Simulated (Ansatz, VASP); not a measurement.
# GaAs (GaAs(110)) in two plane-wave programs, part 2 of 3

One calculation is typed for both programs; each brings its own data sets. How far apart do they land? Of the first pair: The structure shown is the end of the VASP relaxation below. Valence electrons are named where the data sets of a main pair hold unlike numbers.

VASP 6.6.1 and Ansatz 0.2.0.

So far: Set-up; VASP: relaxation, PBE.

### 3. Ansatz: single point, PBE

Level of this step: Ansatz beside VASP: Kohn-Sham DFT, plane waves, PBE (Ansatz).

Ansatz runs on its default PAW (the set named soft_2) files.

The same cell, functional, mesh and smearing now go to Ansatz, which takes its cutoff from its data sets.

Contents of input.yaml:

```yaml
crystal:
  lattice:
    - [4.03271865, 0.0, 0.0]
    - [0.0, 5.70312541, 0.0]
    - [0.0, 0.0, 32.39260958]
  atoms:
    - { symbol: Ga, position: [0.0, 0.05843817, 0.26067147] }
    - { symbol: Ga, position: [0.5, 0.48136593, 0.30652648] }
    - { symbol: Ga, position: [0.0, 0.98924016, 0.37420946] }
    - { symbol: Ga, position: [0.5, 0.48849932, 0.43599573] }
    - { symbol: Ga, position: [0.0, 0.99081186, 0.5] }
    - { symbol: Ga, position: [0.5, 0.48849932, 0.56400427] }
    - { symbol: Ga, position: [0.0, 0.98924016, 0.62579054] }
    - { symbol: Ga, position: [0.5, 0.48136593, 0.69347352] }
    - { symbol: Ga, position: [0.0, 0.05843817, 0.73932853] }
    - { symbol: As, position: [0.0, 0.73585473, 0.31094547] }
    - { symbol: As, position: [0.5, 0.27034659, 0.23845895] }
    - { symbol: As, position: [0.0, 0.74090782, 0.43705332] }
    - { symbol: As, position: [0.5, 0.24336537, 0.37213109] }
    - { symbol: As, position: [0.0, 0.74090782, 0.56294668] }
    - { symbol: As, position: [0.5, 0.24315196, 0.5] }
    - { symbol: As, position: [0.0, 0.73585473, 0.68905453] }
    - { symbol: As, position: [0.5, 0.24336537, 0.62786891] }
    - { symbol: As, position: [0.5, 0.27034659, 0.76154105] }
hamiltonian:
  xc: pbe
  pseudopotentials: { kind: paw }
kpoints:
  mp_grid: { grid: [6, 4, 1] }
scf:
  occupations: { method: gaussian, width: 0.03 }
  n_extra_bands: 8
efield:
  axis: 3
  dipole_correction: true
  ramp_width: 0.04
output:
  forces: true
  eigenvalues: true
```

The run is started by

```sh
ansatz run input.yaml --threads 4 --pin off --max-ram 18432MiB --backend cpu --events-out ev --progress --plain --runs-dir out
```

Numbers of over 12 decimals in the logs are rounded to 6 here.

The program printed:

```text
scf.n_extra_bands = 8 over 126 filled bands (N_el = 252.0): the run solves 134 bands
Engine: ansatz 0.2.0, aarch64-unknown-linux-gnu
Pseudopotentials: kind: paw
Pseudopotential: Ga, paw, valence charge 13, recommended cutoff 420 eV (normal), Ga.paw.azcp
Pseudopotential: As, paw, valence charge 15, recommended cutoff 420 eV (normal), As.paw.azcp
Functional definition: PBE
  parameter kappa = 0.804
  parameter beta = 0.066725
  exchange = pbe_x(kappa = kappa, mu = beta*pi^2/3)
  correlation = pbe_c(beta = beta)
Crystal: 18 atoms, lattice volume = 745.001 Å³
Basis set: ecut = 420 eV, 14647 PW (Γ), exchange–correlation on 54×80×450 points (8 copies of the dense FFT grid, shifted against one another)
Bands: 134, of which v1, the nominal top of the filled ones, is band 126 counted from 1 (125 counted from 0)
Symmetry: 2 space group operations
k-points: 12 of 24 (time reversal used)
Non-local potential: Ga, projectors of the file, l = 0: 2, l = 1: 2, l = 2: 3, l = 3: 1
Non-local potential: As, projectors of the file, l = 0: 2, l = 1: 2, l = 2: 3, l = 3: 1
PAW form: soft (Blöchl's): semilocal exchange-correlation on the pseudo side does not see the compensation charge
PAW one-centre angular grid: Ga, 590 points (default); XC on 64 Gauss nodes
PAW one-centre angular grid: As, 590 points (default); XC on 64 Gauss nodes
Initial density: superposition of atomic densities (neutral atoms: chi_scale 0, normalization atom), corrected by the library's trained network
Initial wavefunctions: pseudopotential atomic-orbital guess
Functional: x = pbe(κ = 0.804, μ = 0.219515), c = pbe(β = 0.066725)
SCF iter   1: F=—  HF=-77757.065356 eV  |F-HF|=—  |Δ(HF+E_count)|=         —  Δρ=1.62e-3  dr2=8.22e-2  ethr=1.77e-3  p=0.000 e·Å  D=6.32e-14 V/Å  ΔV_dip=-0.00 eV  dr2_dipole=4.98e-8  V_vac-E_F(+/−)=4.38/4.38 eV  ⟨swp⟩=6.2  Hψ=6053  notcnv=0
efield: sawtooth ramp at fractional position 0.9800 (placed from the atoms, in the widest stretch of the axis that holds none; the zero of the levels goes with the place), width 0.0400; the density the first Hamiltonian is built on has a dipole p = 0.000 e·Å; the dipole correction subtracts the counter field D = 6.32e-14 V/Å, which shifts the + side's vacuum level by -0.00 eV against the − side's; the planar-averaged density in the ramp window peaks in size at 1.2e-5 e/Å³
preconditioner: auto → Resta (q_TF=auto, 2.277 Å⁻¹)  ε∞=2.9  [insulator: Δε(μ)=0.598 eV  Ē_g=12.494 eV  σ=0.030 eV  W_gap=1.00  n_scr=160 (ndim 8)  ℏωp=17.3 eV  f_vac=0.426  D(μ)=0.00/eV (n_scr^D=0)  ε∞_Penn≈2.9  vacuum switching on, ρ_ref=1.1e-2 e/Å³]
SCF iter   2: F=—  HF=-77757.052604 eV  |F-HF|=—  |Δ(HF+E_count)|=   1.28e-2  Δρ=9.40e-4  dr2=6.17e-2  ethr=3.26e-5  p=-0.000 e·Å  D=-2.69e-5 V/Å  ΔV_dip=0.00 eV  dr2_dipole=3.21e-7  V_vac-E_F(+/−)=4.59/4.59 eV  ⟨swp⟩=2.8  Hψ=3068  notcnv=0  defer=23
SCF iter   3: F=—  HF=-77757.047259 eV  |F-HF|=—  |Δ(HF+E_count)|=   5.35e-3  Δρ=6.18e-4  dr2=5.31e-3  ethr=2.45e-5  p=0.000 e·Å  D=1.28e-5 V/Å  ΔV_dip=-0.00 eV  dr2_dipole=5.92e-8  V_vac-E_F(+/−)=4.47/4.47 eV  ⟨swp⟩=2.2  Hψ=1864  notcnv=0  defer=23
SCF iter   4: F=—  HF=-77757.048189 eV  |F-HF|=—  |Δ(HF+E_count)|=   9.29e-4  Δρ=2.87e-4  dr2=8.56e-4  ethr=2.11e-6  p=-0.000 e·Å  D=-4.49e-5 V/Å  ΔV_dip=0.00 eV  dr2_dipole=7.84e-7  V_vac-E_F(+/−)=4.47/4.47 eV  ⟨swp⟩=2.0  Hψ=2635  notcnv=0  defer=23
SCF iter   5: F=—  HF=-77757.047953 eV  |F-HF|=—  |Δ(HF+E_count)|=   2.36e-4  Δρ=1.17e-4  dr2=1.18e-4  ethr=3.40e-7  p=0.000 e·Å  D=3.21e-5 V/Å  ΔV_dip=-0.00 eV  dr2_dipole=4.21e-7  V_vac-E_F(+/−)=4.47/4.47 eV  ⟨swp⟩=2.0  Hψ=2673  notcnv=0  defer=23
SCF iter   6: F=—  HF=-77757.048046 eV  |F-HF|=—  |Δ(HF+E_count)|=   9.33e-5  Δρ=5.19e-5  dr2=3.99e-5  ethr=4.68e-8  p=-0.001 e·Å  D=-2.45e-4 V/Å  ΔV_dip=0.01 eV  dr2_dipole=2.39e-5  V_vac-E_F(+/−)=4.47/4.46 eV  ⟨swp⟩=2.0  Hψ=3097  notcnv=0  defer=23
SCF iter   7: F=—  HF=-77757.047968 eV  |F-HF|=—  |Δ(HF+E_count)|=   7.77e-5  Δρ=2.51e-5  dr2=3.30e-5  ethr=1.58e-8  p=0.001 e·Å  D=2.77e-4 V/Å  ΔV_dip=-0.01 eV  dr2_dipole=3.04e-5  V_vac-E_F(+/−)=4.46/4.47 eV  ⟨swp⟩=2.0  Hψ=3120  notcnv=0  defer=23
SCF iter   8: F=—  HF=-77757.047965 eV  |F-HF|=—  |Δ(HF+E_count)|=   3.65e-6  Δρ=1.18e-5  dr2=2.59e-6  ethr=1.31e-8  p=-0.000 e·Å  D=-3.85e-5 V/Å  ΔV_dip=0.00 eV  dr2_dipole=5.85e-7  V_vac-E_F(+/−)=4.47/4.46 eV  ⟨swp⟩=2.0  Hψ=1802  notcnv=0  defer=23
SCF iter   9: F=—  HF=-77757.047965 eV  |F-HF|=—  |Δ(HF+E_count)|=   5.86e-7  Δρ=5.77e-6  dr2=2.34e-7  ethr=1.03e-9  p=-0.000 e·Å  D=-4.96e-6 V/Å  ΔV_dip=0.00 eV  dr2_dipole=9.57e-9  V_vac-E_F(+/−)=4.46/4.46 eV  ⟨swp⟩=2.0  Hψ=2461  notcnv=0  defer=23
SCF iter  10: F=-77757.047966 eV  HF=-77757.047966 eV  |F-HF|=3.52e-8  |Δ(HF+E_count)|=   4.22e-7  Δρ=1.97e-6  dr2=7.17e-8  ethr=3.97e-11  p=-0.000 e·Å  D=-1.17e-6 V/Å  ΔV_dip=0.00 eV  dr2_dipole=6.08e-10  V_vac-E_F(+/−)=4.46/4.46 eV  ⟨swp⟩=9.1  Hψ=6667  notcnv=0
SCF 1 converged in 10 iterations: F = -77757.047966 eV  dr2 = 7.17e-8
  greatest PAW one-centre occupation: 0.999 electrons in one spin orbital (limit 2), on the As atom at site 17 (counted from 0), in its partial waves of l = 2
SCF converged after 10 iterations
Free energy (F): -77757.047966 eV
Harris-Foulkes:  -77757.047966 eV  (|F-HF|=3.52e-8)
Internal energy: -77757.047966 eV  (E = F + TS)
E sigma→0 (E₀):  -77757.047966 eV
Fermi energy:    2.626337 eV
Dipole field:    D = 0.000016 V/Å  (p = 0.000066 e·Å, saw-weighted, corrected)
Work function:   Φ+ = 4.4636 eV   Φ− = 4.4641 eV
Levels:          The Fermi level and band energies are counted from a zero that moves with the ramp; work functions are not
--- Per-component energies (eV) ---
  E_band       = -4265.655282
  E_kinetic    = 1959.799086
  E_local      = -289630.468560  (includes V_loc(G=0)·N_el)
  E_nonlocal   = -2214.922282
  E_hartree    = 144229.055395
  E_xc         = -1329.010749
  E_vxc        = -1227.047983  (∫ρ·V_xc dr)
  E_paw        = -34415.137998  (= ΣΔE_a)
  E_vpaw       = -1611.079834  (= ΣTr[D̂ρ^β])
  E_aug_tail   = -0.001002  (compensation charges beyond the density's cutoff)
  E_efield     = 0.000000  (sawtooth field / dipole correction)
  E_vefield    = 0.000000  (∫n·V_field dr)
  E_ewald      = 103643.638144
  E_smearing   = -0.000000  (= −TS)
  E_closure    = -0.000000  (closes the sum)
  Σ components = -77757.047966   (vs F -77757.047966, Δ=0.00e0)
--- Forces (eV/Å), atoms counted from 1 ---
  atom   1  Ga     0.00000000     0.02193709     0.00025408
  atom   2  Ga     0.00000000     0.03246051     0.01801949
  atom   3  Ga     0.00000000     0.00361097    -0.00718433
  atom   4  Ga     0.00000000    -0.00005910     0.01745853
  atom   5  Ga     0.00000000     0.00539461     0.00000779
  atom   6  Ga     0.00000000    -0.00005562    -0.01744451
  atom   7  Ga     0.00000000     0.00361547     0.00719368
  atom   8  Ga     0.00000000     0.03246464    -0.01801398
  atom   9  Ga     0.00000000     0.02194005    -0.00025300
  atom  10  As     0.00000000     0.02111495    -0.01658911
  atom  11  As     0.00000000    -0.04273905     0.09711557
  atom  12  As     0.00000000    -0.00829358    -0.00574405
  atom  13  As     0.00000000    -0.02196388     0.02138559
  atom  14  As     0.00000000    -0.00829458     0.00572763
  atom  15  As     0.00000000    -0.01751579    -0.00000972
  atom  16  As     0.00000000     0.02111302     0.01658336
  atom  17  As     0.00000000    -0.02196615    -0.02139714
  atom  18  As     0.00000000    -0.04273879    -0.09711631
  max |Σ_I F_I| component: 2.48e-5 eV/Å
--- Band table (eV; the first three rows and the last of 12) ---
  k-point 0: bands = [... 122 lower, 1.9676, 2.0247, 2.1945, 2.3019, 2.9508, 3.7393, 3.8457, 3.9249, ... 4 higher]
  k-point 1: bands = [... 122 lower, 1.7473, 1.7484, 1.7511, 1.7577, 3.6112, 3.6248, 3.7203, 3.9811, ... 4 higher]
  k-point 2: bands = [... 122 lower, 1.2844, 1.3112, 1.3459, 1.3904, 3.2328, 3.4334, 3.4724, 3.8737, ... 4 higher]
  k-point 11: bands = [... 122 lower, 0.9793, 1.0472, 1.3840, 1.4050, 3.0585, 3.6344, 3.6457, 4.6749, ... 4 higher]
```

Run time: 53 s. Hardware: 4 threads of Arm Neoverse V1, shared host; peak memory 2.5 GiB; 3.4 min of CPU time.

### 4. Differences

Known differences besides the potentials themselves: the data sets hold 252 valence electrons in Ansatz (on its default PAW (the set named soft_2) files) and 72 in VASP; the cutoff is 420 eV in Ansatz and 320 eV in VASP (PREC = Normal, projectors in real space); VASP leaves aspherical gradient terms in its spheres out (LASPH is not set), Ansatz keeps them. Total energies have different zeros and are not compared.

The two programs side by side:

```csv
quantity,Ansatz,VASP,difference
gap on the k mesh (eV),0.649,0.683,-0.034
```

At this near-relaxed geometry the largest component of a force difference is 72 meV/Å. A gap on the mesh is an upper bound, since the band edges may lie between its points. VASP's last cycles still show a density residual of 4e-03, so its state may not be settled. With vacuum in the cell, a pressure given here is an average over mostly empty space and none of the material.

### 5. What the set-up changes

Further runs change the set-up of one program: Ansatz's method, potentials or start, or VASP's data sets, cutoff or form of LDA. The table gives Ansatz less VASP for each quantity, since a change that brings one quantity closer may part another.

```csv
run,r.m.s. force difference (meV/Å),gap on the k mesh (eV)
as above,18,-0.034
norm-conserving potentials (cutoff 1143 eV),16,-0.034
```

### 6. Ansatz: band structure, PBE

The same path points are solved in both programs, so levels can be compared one by one.

Contents of input.yaml:

```yaml
crystal:
  lattice:
    - [4.0327186493, 0.0, 0.0]
    - [0.0, 5.7031254071, 0.0]
    - [0.0, 0.0, 32.3926095776]
  atoms:
    - { symbol: Ga, position: [0.0, 0.0584381682, 0.2606714721] }
    - { symbol: Ga, position: [0.5, 0.4813659319, 0.3065264792] }
    - { symbol: Ga, position: [0.0, 0.9892401583, 0.3742094568] }
    - { symbol: Ga, position: [0.5, 0.48849932, 0.4359957253] }
    - { symbol: Ga, position: [0.0, 0.9908118625, 0.5] }
    - { symbol: Ga, position: [0.5, 0.48849932, 0.5640042747] }
    - { symbol: Ga, position: [0.0, 0.9892401583, 0.6257905432] }
    - { symbol: Ga, position: [0.5, 0.4813659319, 0.6934735208] }
    - { symbol: Ga, position: [0.0, 0.0584381682, 0.7393285279] }
    - { symbol: As, position: [0.0, 0.7358547327, 0.3109454688] }
    - { symbol: As, position: [0.5, 0.270346589, 0.2384589451] }
    - { symbol: As, position: [0.0, 0.7409078165, 0.437053316] }
    - { symbol: As, position: [0.5, 0.2433653711, 0.3721310945] }
    - { symbol: As, position: [0.0, 0.7409078165, 0.562946684] }
    - { symbol: As, position: [0.5, 0.2431519622, 0.5] }
    - { symbol: As, position: [0.0, 0.7358547327, 0.6890545312] }
    - { symbol: As, position: [0.5, 0.2433653711, 0.6278689055] }
    - { symbol: As, position: [0.5, 0.270346589, 0.7615410549] }
hamiltonian:
  xc: pbe
  pseudopotentials: { kind: paw }
kpoints:
  mp_grid: { grid: [6, 4, 1] }
  band_path:
    path:
      - [0.0, 0.0, 0.0]
      - [0.07692, 0.0, 0.0]
      - [0.15385, 0.0, 0.0]
      - [0.26923, 0.0, 0.0]
      - [0.34615, 0.0, 0.0]
      - [0.42308, 0.0, 0.0]
      - [0.5, 0.0, 0.0]
      - [0.5, 0.07692, 0.0]
      - [0.5, 0.19231, 0.0]
      - [0.5, 0.26923, 0.0]
      - [0.5, 0.34615, 0.0]
      - [0.5, 0.46154, 0.0]
      - [0.5, 0.5, 0.0]
      - [0.42308, 0.5, 0.0]
      - [0.30769, 0.5, 0.0]
      - [0.23077, 0.5, 0.0]
      - [0.11538, 0.5, 0.0]
      - [0.03846, 0.5, 0.0]
      - [0.0, 0.5, 0.0]
      - [0.0, 0.38462, 0.0]
      - [0.0, 0.30769, 0.0]
      - [0.0, 0.23077, 0.0]
      - [0.0, 0.11538, 0.0]
      - [0.0, 0.03846, 0.0]
      - [0.03846, 0.03846, 0.0]
      - [0.11538, 0.11538, 0.0]
      - [0.19231, 0.19231, 0.0]
      - [0.30769, 0.30769, 0.0]
      - [0.38462, 0.38462, 0.0]
      - [0.5, 0.5, 0.0]
    npoints: 1
scf:
  occupations: { method: gaussian, width: 0.03 }
  n_extra_bands: 15
efield:
  axis: 3
  dipole_correction: true
  ramp_width: 0.04
output:
  forces: true
  eigenvalues: true
```

The program printed:

```text
[...]
Crystal: 18 atoms, lattice volume = 745.001 Å³
Basis set: ecut = 420 eV, 14647 PW (Γ), exchange–correlation on 54×80×450 points (8 copies of the dense FFT grid, shifted against one another)
Bands: 141, of which v1, the nominal top of the filled ones, is band 126 counted from 1 (125 counted from 0)
Symmetry: 2 space group operations
[...]
k-point 0: bands = [... 122 lower, 1.9676, 2.0248, 2.1945, 2.3019, 2.9508, 3.7393, 3.8458, 3.9249, ... 11 higher]
  k-point 1: bands = [... 122 lower, 1.7473, 1.7484, 1.7511, 1.7577, 3.6112, 3.6248, 3.7203, 3.9812, ... 11 higher]
  k-point 2: bands = [... 122 lower, 1.2844, 1.3112, 1.3459, 1.3904, 3.2328, 3.4334, 3.4724, 3.8738, ... 11 higher]
  k-point 11: bands = [... 122 lower, 0.9793, 1.0472, 1.3840, 1.4050, 3.0585, 3.6345, 3.6458, 4.6749, ... 11 higher]
[key lines of the parts left out:]
SCF converged after 10 iterations
Free energy (F): -77757.047966 eV
Fermi energy:    2.626342 eV
Dipole field:    D = 0.000024 V/Å  (p = 0.000101 e·Å, saw-weighted, corrected)
Work function:   Φ+ = 4.4635 eV   Φ− = 4.4643 eV
```

Elapsed: 2.1 min, on 4 threads; peak memory 3.5 GiB; 8.2 min of CPU time.

(Continued in part 3 of 3.)

[Lines on the potential files, build, host, timing and source positions are cut from VASP's logs without a mark.]

[Logs are printed without paths, hosts, clocks, repeated set-up lines and the standing remarks that a program may print on its own settings, such as how far it seeks lower states.]

[Hosts, paths, dates, database ids (printed as entryN), source tags and the programs' standing remarks are cut or masked in the printed files.]
